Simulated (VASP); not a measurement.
Input of a VASP 6.6.1 run:

The input POSCAR:

```
TePb
1.0
    3.6862032299      0.0000000000      0.0000000000
    0.0000000000      3.6862032299      0.0000000000
    0.0000000000      0.0000000000      3.6862032299
Te Pb
1 1
Direct
    0.5000000000      0.5000000000      0.5000000000
    0.0000000000      0.0000000000      0.0000000000
```

The input INCAR.step1:

```
PREC     = Accurate       # precision mode
ENCUT    = 600            # plane-wave cutoff, eV
ISMEAR   = 0              # smearing method
SIGMA    = 0.1            # smearing width, eV
LREAL    = False          # projectors in reciprocal space
LASPH    = True           # aspherical terms in the spheres
NELM     = 100            # most SCF steps
GGA      = PE             # functional
ALGO     = Normal         # electronic algorithm
EDIFF    = 1E-4           # SCF threshold, eV
LWAVE    = True           # write WAVECAR
LCHARG   = False          # write CHGCAR
```

The input INCAR.step2:

```
PREC     = Accurate       # precision mode
ENCUT    = 600            # plane-wave cutoff, eV
EDIFF    = 1E-6           # SCF threshold, eV
ISMEAR   = 0              # smearing method
SIGMA    = 0.1            # smearing width, eV
LREAL    = False          # projectors in reciprocal space
LASPH    = True           # aspherical terms in the spheres
NELM     = 100            # most SCF steps
ALGO     = Normal         # electronic algorithm
ISIF     = 3              # what is computed and relaxed
LWAVE    = False          # write WAVECAR
LCHARG   = False          # write CHGCAR
METAGGA  = R2SCAN         # meta-GGA
LMIXTAU  = True         
IBRION   = 2              # ionic algorithm
NSW      = 80             # ionic steps
EDIFFG   = -0.05          # ionic threshold
PSTRESS  = 176.0        
ISTART   = 1
```

The input KPOINTS:

```
regular mesh
0
Gamma
  6 6 6
```

Potentials or basis: VASP PAW PBE potentials, release 64 (Te, Pb_d).

Launch:

```bash
$ cat potpaw_PBE.64/Te/POTCAR potpaw_PBE.64/Pb_d/POTCAR > POTCAR
$ cp INCAR.step1 INCAR
$ mpirun -np 1 vasp_std > vasp.out
$ cp INCAR.step2 INCAR
$ mpirun -np 1 vasp_std > vasp.out
```

Problem. Predict the band gap on the k mesh.

Solution. None (metal or under the smearing width).

Final structure:
```yaml
crystal:
  lattice:
    - [3.68620, 0.00000, 0.00000]
    - [0.00000, 3.68620, 0.00000]
    - [0.00000, 0.00000, 3.68620]
  atoms:
    - { symbol: Te, position: [0.50000, 0.50000, 0.50000] }
    - { symbol: Pb, position: [0.00000, 0.00000, 0.00000] }
```

Caveat: the relaxation stopped at its first step, so nothing moved; the cell is relaxed towards a set pressure, so the enthalpy falls and the energy may rise. The run has no spin-orbit coupling, so splittings on Pb, Te are missing.
